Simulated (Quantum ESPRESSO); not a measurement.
Runs of Quantum ESPRESSO 7.5 on CoO. Symmetry: Pm-3m, No. 221, cubic system. The conventional cell has a = 2.571 Å, b = 2.571 Å, c = 2.571 Å, α = 90.00°, β = 90.00°, γ = 90.00°. Co (site symmetry m-3m) has 8 O at 2.23 Å as nearest neighbours. O (site symmetry m-3m) is surrounded by 8 Co at 2.23 Å. Measurements of this composition are mostly on another form, of space group No. 225.

| level | potentials or basis | cell | form of the LDA correlation | gap on the mesh (eV) | pressure (GPa) | moment (μB) |
| --- | --- | --- | --- | --- | --- | --- |
| LDA | PseudoDojo 0.4.1 SR LDA standard | relaxed | PW92 | none | 0.0 | 2.98 |
| PBEsol | PseudoDojo 0.4.1 SR PBEsol standard | relaxed | - | none | 0.0 | 3.00 |
| LDA | PseudoDojo 0.4.1 SR LDA standard | relaxed to -3 GPa | PW92 | none | -3.0 | (a) |
| LDA | PseudoDojo 0.4.1 SR LDA standard | relaxed to 15 GPa | PW92 | none | 15.0 | 2.31 |

Alike in all rows: task phonons; spin collinear, ferromagnetic start; k mesh 6 × 6 × 6, shifted; cutoff (eV) 1306; smearing fermi-dirac 0.05 eV; the mesh is coarse, so values aren't converged.

Question: Fill in the values left out.

Answer: (a) 2.99.

Caveats: all runs use coarse meshes; the mesh is thin for the phonons of a metal; a cell with one magnetic atom can't hold antiferromagnetic order, which such compounds often take; semilocal functionals often make such compounds metallic where correlation or magnetic order opens a gap, which also shifts bond lengths; some modes are imaginary (some runs); the cell is more than 3 GPa from zero pressure, which shifts response properties (some runs); before the sum rule the acoustic modes lie tens of cm⁻¹ from zero, a sign that the density grid also shifts the optical modes (some runs).

A gap of «none» marks a metal or a gap under the smearing width.
